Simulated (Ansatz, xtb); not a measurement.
# Two isomers of C4H10O

Structure I: `CC(C)(C)O`, a singlet. Structure II: `CCCCO`, a singlet. Both are isolated molecules in the gas phase, relaxed with B3LYP-D3(BJ)/def2-SVP; the shapes shown needn't be the lowest conformers.

I (Å):

```xyz
15

C    -2.2251   -0.0460    2.3647
C    -2.0206    0.3294    0.8912
C    -0.5351    0.2580    0.5148
C    -2.5856    1.7198    0.6037
O    -2.7702   -0.5597    0.0603
H    -3.2965   -0.0278    2.6152
H    -1.6950    0.6469    3.0371
H    -1.8437   -1.0620    2.5636
H     0.0679    0.9640    1.1075
H    -0.4028    0.4928   -0.5521
H    -0.1366   -0.7550    0.6949
H    -2.4671    1.9624   -0.4631
H    -2.0700    2.4872    1.2005
H    -3.6594    1.7480    0.8425
H    -2.4407   -1.4549    0.2150
```

II (Å):

```xyz
15

C     0.8970    0.1950    0.1660
C    -0.3610    0.6045   -0.5962
C    -1.4061   -0.5079   -0.6880
C    -2.6270   -0.1307   -1.5243
O    -2.3028    0.2279   -2.8536
H     1.3953   -0.6626   -0.3168
H     1.6270    1.0183    0.2156
H     0.6608   -0.1039    1.2012
H    -0.8198    1.4872   -0.1148
H    -0.1020    0.9235   -1.6191
H    -0.9419   -1.4160   -1.1211
H    -1.7441   -0.7997    0.3231
H    -3.3687   -0.9550   -1.4967
H    -3.1192    0.7539   -1.0863
H    -1.8812   -0.5349   -3.2715
```

Quicker runs give these differences E(II) − E(I): GFN2-xTB +23.2 kJ/mol; HF/STO-3G +16.1 kJ/mol (at GFN2-xTB geometries); r2SCAN-D4/def2-SVP +30.9 kJ/mol (at GFN2-xTB geometries).

Estimate E(II) − E(I) at the level CCSD(T)/def2-SVP + ΔMP2/def2-TZVPP.

Calculated at CCSD(T)/def2-SVP + ΔMP2/def2-TZVPP: E(II) − E(I) = +32.5 kJ/mol, so structure I lies lower.

How the difference moves with the method:

| level | geometry | E(II) − E(I) (kJ/mol) | departure from the last row (kJ/mol) | job, with rough time for the two |
| --- | --- | --- | --- | --- |
| GFN2-xTB | GFN2-xTB | +23.2 | −9.3 | optimisation, 0.1 s |
| HF/STO-3G | GFN2-xTB | +16.1 | −16.5 | single point, 0.28 s |
| r2SCAN-D4/def2-SVP | GFN2-xTB | +30.9 | −1.6 | single point, 2.2 s |
| B3LYP-D3(BJ)/def2-SVP | B3LYP-D3(BJ)/def2-SVP | +25.4 | −7.1 | optimisation, 17 s |
| HF/def2-SVP | B3LYP-D3(BJ)/def2-SVP | +20.7 | −11.8 | part of the CCSD(T) run |
| MP2/def2-SVP | B3LYP-D3(BJ)/def2-SVP | +33.0 | +0.5 | part of the CCSD(T) run |
| CCSD(T)/def2-SVP | B3LYP-D3(BJ)/def2-SVP | +31.0 | −1.5 | single point |
| CCSD(T)/def2-SVP + ΔMP2/def2-TZVPP | B3LYP-D3(BJ)/def2-SVP | +32.5 |  | single point, 24 s |

As drawn, both hold the same kinds of bond in the same numbers. Structure I has 3 methyl groups, II 1.

None of the levels shown reverses the order. The largest departure from CCSD(T)/def2-SVP + ΔMP2/def2-TZVPP is that of HF/STO-3G, 16.5 kJ/mol. The last row adds to CCSD(T) the change of the MP2 difference between the two basis sets, here +1.5 kJ/mol.

With thermal terms from frequencies at re-optimised GFN2-xTB minima (ideal gas, soft modes damped towards free rotors, one conformer each, 298.15 K, 1 atm): on the last row, ΔE + ΔZPE = +36.5, ΔH = +35.8, ΔG = +34.7 kJ/mol.

The correlated steps freeze 5 core orbitals. Programs: Ansatz 0.2.0, xtb 6.7.1; the last row on 2 threads of Intel(R) Xeon(R) 6975P-C (Granite Rapids) on a shared host.
